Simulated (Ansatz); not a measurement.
# MgO: freezing in a mode

Aim: for MgO, trace the energy along mode 9.

The COD cell was measured well above room temperature, so it is larger than a cold one.

Method: DFT PBE, scalar-relativistic, plane waves, PAW, in Ansatz 0.2.0.

2 further runs of the same task are left out: 2 set aside as unsound or not needed. Runs told in other sessions of the task aren't counted.

## (1) Starting point

It takes space group Fm-3m (No. 225, cubic). Conventional cell: a = 4.254 Å, b = 4.254 Å, c = 4.254 Å, α = 90.00°, β = 90.00°, γ = 90.00°. Mg (site symmetry m-3m) is surrounded by 6 O at 2.13 Å. Around O (site symmetry m-3m) lie 6 Mg at 2.13 Å.

As a file:

```
Mg O
1.0
     0.00000   -2.12692   -2.12692
     0.00000    2.12692   -2.12692
     4.25385    0.00000    0.00000
Mg O
2 2
Direct
  0.50000 0.50000 0.50000
  0.00000 0.00000 0.00000
  0.50000 0.50000 0.00000
  0.00000 0.00000 0.50000
```

It is built from the cell relaxed beforehand with the same method (9.62 Å³/atom).

## (2) The reference cell

The cell is repeated 2 times, 4 atoms in all. Reference values: F = -4988.2777 eV; pressure 0.00 GPa; largest force 0.000 eV/Å; gap on the mesh 4.46 eV. It was computed beforehand with the settings of the runs below.

## (3) Next: freezing in a mode

Mode 9 of the phonon run on this cell, counted from the lowest, is frozen in: each atom moves by x times its row below, so x is the largest displacement.

```
atom      ux     uy     uz
 Mg1   1.000  0.000  0.000
 Mg2  -1.000  0.000  0.000
  O3  -0.138  0.000  0.000
  O4   0.138  0.000  0.000
```

## (4) At x = -0.300 Å

input.yaml

```yaml
crystal:
  lattice:
    - [0.0, -2.1269229054, -2.1269229054]
    - [0.0, 2.1269229054, -2.1269229054]
    - [4.2538458108, 0.0, 0.0]
  atoms:
    - { symbol: Mg, position: [0.5, 0.5, 0.429475582] }
    - { symbol: Mg, position: [0.0, 0.0, 0.070524418] }
    - { symbol: O, position: [0.5, 0.5, 0.0097349675] }
    - { symbol: O, position: [0.0, 0.0, 0.4902650325] }
basis:
  ecutwfc: 420
kpoints:
  mp_grid: { grid: [8, 8, 6] }
hamiltonian:
  xc: pbe
scf:
  occupations: { method: gaussian, width: 0.05 }
output:
  forces: true
  stress: true
  eigenvalues: true
```

On the command line:

```console
ansatz run input.yaml --threads 2 --pin off --max-ram 5120MiB --backend cpu --events-out ev --progress --plain --runs-dir out
```

## (5) At x = 0.225 Å

input.yaml

```yaml
crystal:
  lattice:
    - [0.0, -2.1269229054, -2.1269229054]
    - [0.0, 2.1269229054, -2.1269229054]
    - [4.2538458108, 0.0, 0.0]
  atoms:
    - { symbol: Mg, position: [0.5, 0.5, 0.5528933135] }
    - { symbol: Mg, position: [0.0, 0.0, -0.0528933135] }
    - { symbol: O, position: [0.5, 0.5, -0.0073012256] }
    - { symbol: O, position: [0.0, 0.0, 0.5073012256] }
basis:
  ecutwfc: 420
kpoints:
  mp_grid: { grid: [8, 8, 6] }
hamiltonian:
  xc: pbe
scf:
  occupations: { method: gaussian, width: 0.05 }
output:
  forces: true
  stress: true
  eigenvalues: true
  write_density: true
  write_potential: true
  elf: true
  volumetric_format: npy
```

## (6) x = -0.150 Å

input.yaml

```yaml
crystal:
  lattice:
    - [0.0, -2.1269229054, -2.1269229054]
    - [0.0, 2.1269229054, -2.1269229054]
    - [4.2538458108, 0.0, 0.0]
  atoms:
    - { symbol: Mg, position: [0.5, 0.5, 0.464737791] }
    - { symbol: Mg, position: [0.0, 0.0, 0.035262209] }
    - { symbol: O, position: [0.5, 0.5, 0.0048674838] }
    - { symbol: O, position: [0.0, 0.0, 0.4951325162] }
basis:
  ecutwfc: 420
kpoints:
  mp_grid: { grid: [8, 8, 6] }
hamiltonian:
  xc: pbe
scf:
  occupations: { method: gaussian, width: 0.05 }
output:
  forces: true
  stress: true
  eigenvalues: true
```

## (7) Point x = 0.075 Å

input.yaml

```yaml
crystal:
  lattice:
    - [0.0, -2.1269229054, -2.1269229054]
    - [0.0, 2.1269229054, -2.1269229054]
    - [4.2538458108, 0.0, 0.0]
  atoms:
    - { symbol: Mg, position: [0.5, 0.5, 0.5176311045] }
    - { symbol: Mg, position: [0.0, 0.0, -0.0176311045] }
    - { symbol: O, position: [0.5, 0.5, -0.0024337419] }
    - { symbol: O, position: [0.0, 0.0, 0.5024337419] }
basis:
  ecutwfc: 420
kpoints:
  mp_grid: { grid: [8, 8, 6] }
hamiltonian:
  xc: pbe
scf:
  occupations: { method: gaussian, width: 0.05 }
output:
  forces: true
  stress: true
  eigenvalues: true
```

## (8) Point x = 0.263 Å

input.yaml

```yaml
crystal:
  lattice:
    - [0.0, -2.1269229054, -2.1269229054]
    - [0.0, 2.1269229054, -2.1269229054]
    - [4.2538458108, 0.0, 0.0]
  atoms:
    - { symbol: Mg, position: [0.5, 0.5, 0.5617088657] }
    - { symbol: Mg, position: [0.0, 0.0, -0.0617088657] }
    - { symbol: O, position: [0.5, 0.5, -0.0085180966] }
    - { symbol: O, position: [0.0, 0.0, 0.5085180966] }
basis:
  ecutwfc: 420
kpoints:
  mp_grid: { grid: [8, 8, 6] }
hamiltonian:
  xc: pbe
scf:
  occupations: { method: gaussian, width: 0.05 }
output:
  forces: true
  stress: true
  eigenvalues: true
```

## (9) Point x = 0.188 Å

input.yaml

```yaml
crystal:
  lattice:
    - [0.0, -2.1269229054, -2.1269229054]
    - [0.0, 2.1269229054, -2.1269229054]
    - [4.2538458108, 0.0, 0.0]
  atoms:
    - { symbol: Mg, position: [0.5, 0.5, 0.5440777612] }
    - { symbol: Mg, position: [0.0, 0.0, -0.0440777612] }
    - { symbol: O, position: [0.5, 0.5, -0.0060843547] }
    - { symbol: O, position: [0.0, 0.0, 0.5060843547] }
basis:
  ecutwfc: 420
kpoints:
  mp_grid: { grid: [8, 8, 6] }
hamiltonian:
  xc: pbe
scf:
  occupations: { method: gaussian, width: 0.05 }
output:
  forces: true
  stress: true
  eigenvalues: true
```

## (10) x = 0.113 Å

input.yaml

```yaml
crystal:
  lattice:
    - [0.0, -2.1269229054, -2.1269229054]
    - [0.0, 2.1269229054, -2.1269229054]
    - [4.2538458108, 0.0, 0.0]
  atoms:
    - { symbol: Mg, position: [0.5, 0.5, 0.5264466567] }
    - { symbol: Mg, position: [0.0, 0.0, -0.0264466567] }
    - { symbol: O, position: [0.5, 0.5, -0.0036506128] }
    - { symbol: O, position: [0.0, 0.0, 0.5036506128] }
basis:
  ecutwfc: 420
kpoints:
  mp_grid: { grid: [8, 8, 6] }
hamiltonian:
  xc: pbe
scf:
  occupations: { method: gaussian, width: 0.05 }
output:
  forces: true
  stress: true
  eigenvalues: true
  write_density: true
  write_potential: true
  elf: true
  volumetric_format: npy
```

## (11) x = 0.037 Å

input.yaml

```yaml
crystal:
  lattice:
    - [0.0, -2.1269229054, -2.1269229054]
    - [0.0, 2.1269229054, -2.1269229054]
    - [4.2538458108, 0.0, 0.0]
  atoms:
    - { symbol: Mg, position: [0.5, 0.5, 0.5088155522] }
    - { symbol: Mg, position: [0.0, 0.0, -0.0088155522] }
    - { symbol: O, position: [0.5, 0.5, -0.0012168709] }
    - { symbol: O, position: [0.0, 0.0, 0.5012168709] }
basis:
  ecutwfc: 420
kpoints:
  mp_grid: { grid: [8, 8, 6] }
hamiltonian:
  xc: pbe
scf:
  occupations: { method: gaussian, width: 0.05 }
output:
  forces: true
  stress: true
  eigenvalues: true
```

(Steps that only read results are left out.)

**Question.** What will these runs give? Wanted: harmonic wavenumber of the mode.

**Answer**, as computed:

| quantity | value |
| --- | --- |
| harmonic wavenumber of the mode | 400 cm⁻¹ |
| the same from the force at an amplitude of 0.037 Å | 401 cm⁻¹ |

The force at the smallest amplitude gives 401 cm⁻¹ against 400 cm⁻¹ from the phonon run, so the curve is close to a parabola there. The undisturbed cell stays the lowest of the sampled points. The gap on the mesh stays between 4.46 and 4.51 eV.
